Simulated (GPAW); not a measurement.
## HgTe: single point with RPBE

Crystal: HgTe.

```
Hg Te
1.0
     0.00000    3.18000    3.18000
     3.18000    0.00000    3.18000
     3.18000    3.18000    0.00000
Hg Te
1 1
Direct
  0.00000 0.00000 0.00000
  0.50000 0.50000 0.50000
```

Measurements of this composition are mostly on another form, of space group No. 216.

| Item | Value |
| --- | --- |
| Program | GPAW 26.7.0 |
| Task | single point |
| Functional | RPBE |
| Potentials or basis | PAW data sets generated in the run's folder for this functional |
| Cutoff | 450 eV |
| Basis | pw |
| k mesh | 6 × 6 × 6 |
| Occupations | fermi-dirac, width 0.05 eV |
| Spin | no spin polarisation |
| Maxiter | 120 |
| Convergence | default |

| Property | Result |
| --- | --- |
| Pressure | -2.4 GPa |
| Band gap on the k mesh | none (metal or under the smearing width) |

Levels at points of the mesh, in eV from the Fermi level:
```tsv
k point	band 9	band 10	band 11	band 12	band 13	band 14
(0.00, 0.00, 0.00)	-6.39	-1.18	-0.57	-0.57	-0.57	7.54
(0.50, 0.50, 0.00)	-5.83	-3.47	-2.37	-1.83	-1.83	5.12
(0.50, 0.50, 0.50)	-6.28	-4.92	0.12	0.12	2.86	3.21
```

Run time: 18 s on 1 thread of Arm Neoverse V1, with other jobs on the host, peak memory 0.15 GiB.

Caveat: the cutoff is short for stress and forces, so pressures can be off by a GPa or more. Spin-orbit coupling is left out, which matters for the levels of Hg, Te.
